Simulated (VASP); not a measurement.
# GaP (F-43m) in VASP: a series of runs

Runs on GaP. Level: PBE. Tasks: single point.

Everything below comes from runs of VASP 6.6.1. Logs are shortened: lines on timing, memory, paths and dates and some standing lists are left out, and cuts for length are marked.

## 1. The structure

It takes space group F-43m (No. 216, cubic). Conventional cell: a = 5.451 Å, b = 5.451 Å, c = 5.451 Å, α = 90.00°, β = 90.00°, γ = 90.00°. Around Ga (site symmetry -43m) lie 4 P at 2.36 Å. Around P (site symmetry -43m) lie 4 Ga at 2.36 Å.

## 2. Single point, PBE, spin-orbit coupling, no magnetisation

INCAR reads:

```
SYSTEM = GaP
ALGO     = Normal         ! electronic algorithm
EDIFF    = 1E-7           ! SCF threshold, eV
ENCUT    = 340            ! plane-wave cutoff, eV
GGA      = PE             ! functional
GGA_COMPAT= .FALSE.      
ISIF     = 2              ! what is computed and relaxed
ISMEAR   = 0              ! smearing method
LASPH    = .TRUE.         ! aspherical terms in the spheres
LCHARG   = .FALSE.        ! write CHGCAR
LORBIT   = 11             ! projections on sites
LREAL    = .FALSE.        ! projectors in reciprocal space
LSORBIT  = .TRUE.         ! spin-orbit coupling
LWAVE    = .FALSE.        ! write WAVECAR
MAGMOM   = 0 0 0 0 0 0    ! initial moments
NBANDS   = 34             ! bands
NELM     = 100            ! most SCF steps
PREC     = Accurate       ! precision mode
SIGMA    = 0.02           ! smearing width, eV
```

KPOINTS reads:

```
k-points
0
G
  7 7 7
  0 0 0
```

POSCAR reads:

```
GaP
1.0
    0.0000000000      2.7252500000      2.7252500000
    2.7252500000      0.0000000000      2.7252500000
    2.7252500000      2.7252500000      0.0000000000
Ga P
1 1
Direct
    0.0000000000      0.0000000000      0.0000000000
    0.7500000000      0.7500000000      0.7500000000
```

Potentials or basis: VASP PAW PBE potentials, release 64 (Ga_d, P).

Run with:

```bash
> cat potpaw_PBE.64/Ga_d/POTCAR potpaw_PBE.64/P/POTCAR > POTCAR
> mpirun -np 1 vasp_ncl > vasp.out
```

OUTCAR:

```text
SYSTEM = GaP
   EDIFF = 1E-7
   ENCUT = 340
   GGA = PE
   ISIF = 2
   ISMEAR = 0
   LASPH = .TRUE.
   LORBIT = 11
   LREAL = .FALSE.
   LSORBIT = .TRUE.
   NELM = 100
   PREC = Accurate

 Found     30 irreducible k-points:

 Following reciprocal coordinates:
            Coordinates               Weight
  0.000000  0.000000  0.000000      1.000000
  0.142857  0.000000  0.000000      4.000000
 -0.142857  0.000000  0.000000      4.000000
  0.285714  0.000000  0.000000      4.000000
 -0.285714  0.000000  0.000000      4.000000
  0.428571  0.000000  0.000000      4.000000
   k-points           NKPTS =     30   k-points in BZ     NKDIM =     30   number of bands    NBANDS=     34
   number of dos      NEDOS =    301   number of ions     NIONS =      2
   total plane-waves  NPLWV =  13824
   dimension x,y,z NGX =    24 NGY =   24 NGZ =   24
   dimension x,y,z NGXF=    48 NGYF=   48 NGZF=   48
   ions per type =               1   1
   NGX,Y,Z   is equivalent  to a cutoff of  10.35, 10.35, 10.35 a.u.
   NGXF,Y,Z  is equivalent  to a cutoff of  20.70, 20.70, 20.70 a.u.
 SYSTEM =  GaP
   PREC   = accura    normal or accurate (medium, high low for compatibility)
   ISTART =      0    job   : 0-new  1-cont  2-samecut
   ICHARG =      2    charge: 1-file 2-atom 10-const
   ISPIN  =      1    spin polarized calculation?
   LNONCOLLINEAR =      T non collinear calculations
   LSORBIT =      T    spin-orbit coupling
   LASPH  =      T    aspherical Exc in radial PAW
   ENCUT  =  340.0 eV  24.99 Ry    5.00 a.u.   5.79  5.79  5.79*2*pi/ulx,y,z
   NELM   =    100;   NELMIN=  2; NELMDL= -5     # of ELM steps
   EDIFF  = 0.1E-06   stopping-criterion for ELM
   LREAL  =      F    real-space projection
   EDIFFG = 0.1E-05   stopping-criterion for IOM
   NSW    =      0    number of steps for IOM
   IBRION =     -1    ionic relax: 0-MD 1-quasi-New 2-CG
   NFREE  =      0    steps in history (QN), initial steepest desc. (CG)
   ISIF   =      2    stress and relaxation
   ISYM   =      2    0-nonsym 1-usesym 2-fastsym
   POTIM  = 0.5000    time-step for ionic-motion
   TEBEG  =    0.0;   TEEND  =   0.0 temperature during run
   PSTRESS=    0.0 pullay stress
   NELECT =      18.0000    total number of electrons
   NUPDOWN=      -1.0000    fix difference up-down
   EMIN   =  10.00;   EMAX   =-10.00  energy-range for DOS
   EFERMI =   0.00;   METHOD = LEGACY
   ISMEAR =     0;   SIGMA  =   0.02  broadening in eV -4-tet -1-fermi 0-gaus
   EFERMI_NEDOS =   21; number of points for ismear=-14 and -15
   IALGO  =     38    algorithm
   IMIX   =      4    mixing-type and parameters
     AMIX     =   0.40;   BMIX     =  1.00
     AMIX_MAG =   1.60;   BMIX_MAG =  1.00
  volume/ion in A,a.u.               =      20.24       136.59
  Fermi-wavevector in a.u.,A,eV,Ry     =   1.249538  2.361284 21.243377  1.561344
  Thomas-Fermi vector in A             =   2.383574
   LORBIT       =     11    0 simple, 1 ext, 2 COOP (PROOUT), +10 PAW based schemes
   GGA     = PE    functional components
   LHFCALC =     F    Hartree Fock is set to
   AEXX    =    0.0000 exact exchange contribution
   IVDW    =     0    specifies the selected vdW correction
   LEPSILON=     F    determine dielectric tensor
   LRPA    =     F    only Hartree local field effects (RPA)
 Gauss-broadening in eV      SIGMA  =   0.02
  energy-cutoff  :      340.00
  volume of cell :       40.48
 maximum number of plane-waves:      1166
   NGX = 11   NGY = 11   NGZ = 11

 number of electron      17.9999982 magnetization       0.0000000      0.0000000      0.0000000

 number of electron      17.9999982 magnetization      -0.0000000     -0.0000000     -0.0000000

 number of electron      17.9999982 magnetization      -0.0000000     -0.0000000      0.0000000

 Free energy of the ion-electron system (eV)
  ---------------------------------------------------
  ext. energy  EPLUGINS =         0.00000000
  ---------------------------------------------------
  free energy    TOTEN  =        -9.11841731 eV

  energy without entropy =       -9.11841731  energy(sigma->0) =       -9.11841731

 E-fermi :   4.7808     XC(G=0):  -9.8322

 val. band max:        4.6813512968   @ k =   0.0000   0.0000   0.0000
 cond. band min:       6.2449702342   @ k =   0.4286   0.4286   0.0000
 fundamental gap:      1.5636189374
 Fermi energy:         4.7807969113

 k-point     1 :       0.0000    0.0000    0.0000
  band No.  band energies     occupation
      1     -10.1240      1.00000
      2     -10.1240      1.00000
      3     -10.1240      1.00000
      4     -10.1240      1.00000
      5      -9.7063      1.00000
      6      -9.7063      1.00000
[... 22 lines left out ...]
     29      14.4461      0.00000
     30      14.4461      0.00000

 k-point     2 :       0.1429    0.0000    0.0000
  band No.  band energies     occupation
      1     -10.1277      1.00000
      2     -10.1277      1.00000
      3     -10.1251      1.00000
      4     -10.1198      1.00000
      5      -9.7084      1.00000
      6      -9.7084      1.00000
[... 22 lines left out ...]
     29      13.7249      0.00000
     30      13.7326      0.00000

 k-point     3 :      -0.1429    0.0000    0.0000
  band No.  band energies     occupation
      1     -10.1277      1.00000
      2     -10.1277      1.00000
      3     -10.1251      1.00000
      4     -10.1198      1.00000
      5      -9.7084      1.00000
      6      -9.7084      1.00000
[... 22 lines left out ...]
     29      13.7249      0.00000
     30      13.7326      0.00000

 k-point     4 :       0.2857    0.0000    0.0000
  band No.  band energies     occupation
      1     -10.1370      1.00000
      2     -10.1370      1.00000
      3     -10.1226      1.00000
      4     -10.1161      1.00000
      5      -9.7100      1.00000
      6      -9.7100      1.00000
[... 22 lines left out ...]
     29      13.8470      0.00000
     30      13.8620      0.00000

 k-point     5 :      -0.2857    0.0000    0.0000
  band No.  band energies     occupation
      1     -10.1370      1.00000
      2     -10.1370      1.00000
      3     -10.1226      1.00000
      4     -10.1161      1.00000
      5      -9.7100      1.00000
      6      -9.7100      1.00000
[... 22 lines left out ...]
     29      13.8470      0.00000
     30      13.8620      0.00000

 k-point     6 :       0.4286    0.0000    0.0000
  band No.  band energies     occupation
      1     -10.1454      1.00000
      2     -10.1454      1.00000
      3     -10.1187      1.00000
      4     -10.1159      1.00000
      5      -9.7086      1.00000
      6      -9.7086      1.00000
[... 22 lines left out ...]
     29      15.6050      0.00000
     30      15.6050      0.00000

 [... further k-points ...]

 [bands above 30 left out]

------------------------ aborting loop because EDIFF is reached ----------------------------------------

  FORCE on cell =-STRESS in cart. coord.  units (eV):
  Direction    XX          YY          ZZ          XY          YZ          ZX
  --------------------------------------------------------------------------------------
  -------------------------------------------------------------------------------------
  Total        0.5842581      0.5842581      0.5842581      0.0000000      0.0000000      0.0000000
  in kB       23.1241753     23.1241753     23.1241753      0.0000000      0.0000000      0.0000000
  external PRESSURE =      23.1241753 kB  Pullay stress =       0.0000000 kB

 VOLUME and BASIS-vectors are now :
 -----------------------------------------------------------------------------
  energy-cutoff  :      340.00
  volume of cell :       40.48
      direct lattice vectors                 reciprocal lattice vectors
     0.000000000  2.725250000  2.725250000    -0.183469406  0.183469406  0.183469406
     2.725250000  0.000000000  2.725250000     0.183469406 -0.183469406  0.183469406
     2.725250000  2.725250000  0.000000000     0.183469406  0.183469406 -0.183469406

 POSITION                                       TOTAL-FORCE (eV/Angst)
 -----------------------------------------------------------------------------------
      0.00000      0.00000      0.00000         0.000000      0.000000      0.000000
      4.08788      4.08788      4.08788        -0.000000     -0.000000     -0.000000
 -----------------------------------------------------------------------------------
    total drift:                               -0.000001     -0.000001     -0.000001

  FREE ENERGIE OF THE ION-ELECTRON SYSTEM (eV)
  ---------------------------------------------------
  free  energy   TOTEN  =        -9.1184173083 eV

  energy  without entropy=       -9.1184173083  energy(sigma->0) =       -9.11841731

 Spin-Orbit-Coupling matrix elements

 Ion:    1  E_soc:     -0.0117005
 l=   1
     0.0000000    -0.0010987    -0.0010987
    -0.0010987     0.0000000    -0.0010987
    -0.0010987    -0.0010987     0.0000000
 l=   2
     0.0000000    -0.0001735     0.0000000    -0.0001735    -0.0006779
    -0.0001735     0.0000000    -0.0005084    -0.0001735    -0.0001695
     0.0000000    -0.0005084     0.0000000    -0.0005084     0.0000000
    -0.0001735    -0.0001735    -0.0005084     0.0000000    -0.0001695
    -0.0006779    -0.0001695     0.0000000    -0.0001695     0.0000000
 l=   3
     0.0000000     0.0000000     0.0000000     0.0000000     0.0000000     0.0000000     0.0000000
     0.0000000     0.0000000     0.0000000     0.0000000     0.0000000     0.0000000     0.0000000
     0.0000000     0.0000000     0.0000000     0.0000000     0.0000000     0.0000000     0.0000000
     0.0000000     0.0000000     0.0000000     0.0000000     0.0000000     0.0000000     0.0000000
     0.0000000     0.0000000     0.0000000     0.0000000     0.0000000     0.0000000     0.0000000
     0.0000000     0.0000000     0.0000000     0.0000000     0.0000000     0.0000000     0.0000000
     0.0000000     0.0000000     0.0000000     0.0000000     0.0000000     0.0000000     0.0000000

 Ion:    2  E_soc:     -0.0008891
 l=   1
     0.0000000    -0.0001482    -0.0001482
    -0.0001482     0.0000000    -0.0001482
    -0.0001482    -0.0001482     0.0000000
 l=   2
     0.0000000     0.0000000     0.0000000     0.0000000     0.0000000
     0.0000000     0.0000000     0.0000000     0.0000000     0.0000000
     0.0000000     0.0000000     0.0000000     0.0000000     0.0000000
     0.0000000     0.0000000     0.0000000     0.0000000     0.0000000
     0.0000000     0.0000000     0.0000000     0.0000000     0.0000000
 l=   3
     0.0000000     0.0000000     0.0000000     0.0000000     0.0000000     0.0000000     0.0000000
     0.0000000     0.0000000     0.0000000     0.0000000     0.0000000     0.0000000     0.0000000
     0.0000000     0.0000000     0.0000000     0.0000000     0.0000000     0.0000000     0.0000000
     0.0000000     0.0000000     0.0000000     0.0000000     0.0000000     0.0000000     0.0000000
     0.0000000     0.0000000     0.0000000     0.0000000     0.0000000     0.0000000     0.0000000
     0.0000000     0.0000000     0.0000000     0.0000000     0.0000000     0.0000000     0.0000000
     0.0000000     0.0000000     0.0000000     0.0000000     0.0000000     0.0000000     0.0000000

 total charge

# of ion       s       p       d       tot
------------------------------------------
    1        0.861   0.850  10.011  11.721
    2        1.020   1.526   0.000   2.546
--------------------------------------------------
tot          1.881   2.376  10.011  14.267

 magnetization (x)

# of ion       s       p       d       tot
------------------------------------------
    1       -0.000   0.000  -0.000   0.000
    2       -0.000   0.000   0.000   0.000
--------------------------------------------------
tot         -0.000   0.000  -0.000   0.000

 magnetization (y)

# of ion       s       p       d       tot
------------------------------------------
    1        0.000   0.000  -0.000  -0.000
    2        0.000  -0.000   0.000  -0.000
--------------------------------------------------
tot          0.000  -0.000  -0.000  -0.000

 magnetization (z)

# of ion       s       p       d       tot
------------------------------------------
    1       -0.000  -0.000  -0.000  -0.000
    2        0.000  -0.000   0.000  -0.000
--------------------------------------------------
tot         -0.000  -0.000  -0.000  -0.000
```

Wall time 20 s (1 thread of Intel Xeon 6975P-C (Granite Rapids), shared host); peak memory 0.2 GiB.

These settings aren't checked as converged: the numbers below hold their error.

What came out:

```yaml
Free_energy: -9.1184 eV
Pressure: 2.3 GPa
Valence_electrons_inside_the_program's_atomic_spheres: Ga 11.72; P 2.55
```

Caveat: the cutoff is under 1.25 times the usual one of these potentials, so pressure, stress and relaxed cells hold a basis-set (Pulay) error.

## 3. Single point, PBE, spin-orbit coupling, no magnetisation

Edit INCAR of step 2 so:

```diff
@@ -3,3 +3,3 @@
 EDIFF    = 1E-7           ! SCF threshold, eV
-ENCUT    = 340            ! plane-wave cutoff, eV
+ENCUT    = 400            ! plane-wave cutoff, eV
 GGA      = PE             ! functional
```

KPOINTS is that of step 2.

POSCAR is that of step 2.

Potentials or basis: VASP PAW PBE potentials, release 64 (Ga_d, P).

Run with:

```bash
> cat potpaw_PBE.64/Ga_d/POTCAR potpaw_PBE.64/P/POTCAR > POTCAR
> mpirun -np 1 vasp_ncl > vasp.out
```

Run time: 38 s. Hardware: 1 thread of Intel Xeon 6975P-C (Granite Rapids), shared host; peak memory 0.25 GiB.

The run converged, but some of its settings lie outside the range that counts as converged, so its numbers aren't taken as properties of the crystal.

Results:

- Free energy: -9.1175 eV
- Pressure: 2.2 GPa
- Valence electrons inside the program's atomic spheres: Ga 11.72; P 2.55

## 4. Single point, PBE, spin-orbit coupling, no magnetisation

Edit INCAR of step 3 so:

```diff
@@ -2,3 +2,3 @@
 ALGO     = Normal         ! electronic algorithm
-EDIFF    = 1E-7           ! SCF threshold, eV
+EDIFF    = 1E-4           ! SCF threshold, eV
 ENCUT    = 400            ! plane-wave cutoff, eV
```

KPOINTS is that of step 3.

POSCAR is that of step 3.

Potentials or basis: VASP PAW PBE potentials, release 64 (Ga_d, P).

Run with:

```bash
> cat potpaw_PBE.64/Ga_d/POTCAR potpaw_PBE.64/P/POTCAR > POTCAR
> mpirun -np 1 vasp_ncl > vasp.out
```

OUTCAR:

```text
SYSTEM = GaP
   EDIFF = 1E-4
   ENCUT = 400
   GGA = PE
   ISIF = 2
   ISMEAR = 0
   LASPH = .TRUE.
   LORBIT = 11
   LREAL = .FALSE.
   LSORBIT = .TRUE.
   NELM = 100
   PREC = Accurate

 Found     30 irreducible k-points:

 Following reciprocal coordinates:
            Coordinates               Weight
  0.000000  0.000000  0.000000      1.000000
  0.142857  0.000000  0.000000      4.000000
 -0.142857  0.000000  0.000000      4.000000
  0.285714  0.000000  0.000000      4.000000
 -0.285714  0.000000  0.000000      4.000000
  0.428571  0.000000  0.000000      4.000000
   k-points           NKPTS =     30   k-points in BZ     NKDIM =     30   number of bands    NBANDS=     34
   number of dos      NEDOS =    301   number of ions     NIONS =      2
   total plane-waves  NPLWV =  21952
   dimension x,y,z NGX =    28 NGY =   28 NGZ =   28
   dimension x,y,z NGXF=    56 NGYF=   56 NGZF=   56
[... 343 lines left out ...]
     0.0000000     0.0000000     0.0000000     0.0000000     0.0000000     0.0000000     0.0000000
     0.0000000     0.0000000     0.0000000     0.0000000     0.0000000     0.0000000     0.0000000
     0.0000000     0.0000000     0.0000000     0.0000000     0.0000000     0.0000000     0.0000000
     0.0000000     0.0000000     0.0000000     0.0000000     0.0000000     0.0000000     0.0000000
     0.0000000     0.0000000     0.0000000     0.0000000     0.0000000     0.0000000     0.0000000

 total charge

# of ion       s       p       d       tot
------------------------------------------
    1        0.861   0.850  10.012  11.722
    2        1.020   1.526   0.000   2.546
--------------------------------------------------
tot          1.881   2.375  10.012  14.268

 magnetization (x)

# of ion       s       p       d       tot
------------------------------------------
    1        0.000   0.000  -0.000   0.000
    2        0.000  -0.000   0.000   0.000
--------------------------------------------------
tot          0.000   0.000  -0.000   0.000

 magnetization (y)

# of ion       s       p       d       tot
------------------------------------------
    1        0.000   0.000   0.000   0.000
    2        0.000  -0.000   0.000  -0.000
--------------------------------------------------
tot          0.000   0.000   0.000   0.000

 magnetization (z)

# of ion       s       p       d       tot
------------------------------------------
    1        0.000   0.000   0.000   0.000
    2        0.000  -0.000   0.000  -0.000
--------------------------------------------------
tot          0.000   0.000   0.000   0.000
```

OSZICAR:

```text
N       E                     dE             d eps       ncg     rms          rms(c)
DAV:   1     0.116548212475E+03    0.11655E+03   -0.69181E+03  2334   0.134E+03
DAV:   2     0.693047479263E+01   -0.10962E+03   -0.10222E+03  2160   0.357E+02
DAV:   3    -0.883806976500E+01   -0.15769E+02   -0.15537E+02  2524   0.990E+01
DAV:   4    -0.937578115516E+01   -0.53771E+00   -0.53649E+00  2338   0.198E+01
DAV:   5    -0.938695214096E+01   -0.11171E-01   -0.11167E-01  2652   0.276E+00    0.428E+00
DAV:   6    -0.914138076109E+01    0.24557E+00   -0.27615E-01  2964   0.985E+00    0.267E+00
DAV:   7    -0.911650279598E+01    0.24878E-01   -0.13115E-01  2458   0.231E+00    0.116E+00
DAV:   8    -0.911726914275E+01   -0.76635E-03   -0.20162E-02  2512   0.208E+00    0.243E-01
DAV:   9    -0.911726209024E+01    0.70525E-05   -0.23522E-03  2656   0.898E-01    0.124E-01
DAV:  10    -0.911736934526E+01   -0.10726E-03   -0.36068E-04  2760   0.192E-01    0.353E-02
DAV:  11    -0.911742774724E+01   -0.58402E-04   -0.60960E-05  1810   0.104E-01
   1 F= -.91174277E+01 E0= -.91174277E+01  d E =-.118111E-14  mag=     0.0000     0.0000     0.0000
```

stdout:

```text
POSCAR found type information on POSCAR GaP
 POSCAR found :  2 types and       2 ions
 scaLAPACK will be used
 LDA part: xc-table for (Slater+PW92), standard interpolation
 POSCAR, INCAR and KPOINTS ok, starting setup
 FFT: planning ... GRIDC
 FFT: planning ... GRID_SOFT
 FFT: planning ... GRID
 WAVECAR not read
 entering main loop
```

Run time: 32 s. Hardware: 1 thread of Intel Xeon 6975P-C (Granite Rapids), shared host; peak memory 0.25 GiB.

These settings aren't checked as converged: the numbers below hold their error.

Results:

* Free energy: -9.1174 eV
* Pressure: 2.2 GPa
* Valence electrons inside the program's atomic spheres: Ga 11.72; P 2.55

## 5. Single point, PBE, spin-orbit coupling, no magnetisation

Edit INCAR of step 4 so:

```diff
@@ -2,3 +2,3 @@
 ALGO     = Normal         ! electronic algorithm
-EDIFF    = 1E-4           ! SCF threshold, eV
+EDIFF    = 1E-7           ! SCF threshold, eV
 ENCUT    = 400            ! plane-wave cutoff, eV
@@ -17,3 +17,3 @@
 NELM     = 100            ! most SCF steps
-PREC     = Accurate       ! precision mode
+PREC     = Normal         ! precision mode
 SIGMA    = 0.02           ! smearing width, eV
```

KPOINTS is that of step 4.

POSCAR is that of step 4.

Run with:

```bash
> cat potpaw_PBE.64/Ga_d/POTCAR potpaw_PBE.64/P/POTCAR > POTCAR
> mpirun -np 1 vasp_ncl > vasp.out
```

Run time: 17 s. Hardware: 1 thread of Intel Xeon 6975P-C (Granite Rapids), shared host; peak memory 0.18 GiB.

These settings aren't checked as converged: the numbers below hold their error.

Results:

| Property | Result |
| --- | --- |
| Free energy | -9.1175 eV |
| Pressure | 2.2 GPa |
| Valence electrons inside the program's atomic spheres | Ga 11.72; P 2.55 |
